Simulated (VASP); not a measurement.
Write the native input for VASP 6.6.1 that does the following.

```yaml
Task: single point
Functional: PBE
Potentials_or_basis: VASP PAW PBE potentials, release 64 (Pd)
Cutoff: 520 eV
k_mesh: 10 × 10 × 1
Occupations: gaussian, width 0.1 eV
Spin: no spin polarisation
Dipole_correction: yes
Further_INCAR_settings: ALGO = Fast; EDIFF = 1e-06; NBANDS = 22
```

The structure of Pd lies in POSCAR:

```
Pd
1.0
    2.7875943971      0.0000000000      0.0000000000
    0.0000000000      2.7875943971      0.0000000000
    0.0000000000      0.0000000000     17.9422538027
Pd
3
Direct
    0.5000000000      0.5000000000      0.3901405073
    0.0000000000      0.0000000000      0.4984695584
    0.5000000000      0.5000000000      0.6067984294
```

The slab is cut from a database's or a generator's crystal, which needn't be the stable form of the element.

The cell isn't the ideal one: clean slab, lower half held.

The input as run:

INCAR

```
  ALGO = Fast
  DIPOL = 0.5 0.5 0.498
  EDIFF = 1E-6
  ENCUT = 520
  GGA = PE
  IDIPOL = 3
  ISIF = 2
  ISMEAR = 0
  LASPH = T
  LCHARG = F
  LDIPOL = T
  LREAL = F
  LWAVE = F
  NBANDS = 22
  NELM = 80
  PREC = Accurate
  SIGMA = 0.1
```

KPOINTS

```
k-points
0
Gamma
  10 10 1
```

Potentials or basis: VASP PAW PBE potentials, release 64 (Pd).

Launch:

```sh
$ cat potpaw_PBE.64/Pd/POTCAR > POTCAR
$ mpirun -np 1 vasp_std > vasp.out
```

It gave:

| Property | Result |
| --- | --- |
| Largest force | 0.013 eV/Å |
| Band gap on the k mesh | none (metal or under the smearing width) |

Wall time 60 s on 1 thread of Intel(R) Xeon(R) 6975P-C (Granite Rapids), on a shared host, peak memory 0.27 GiB.
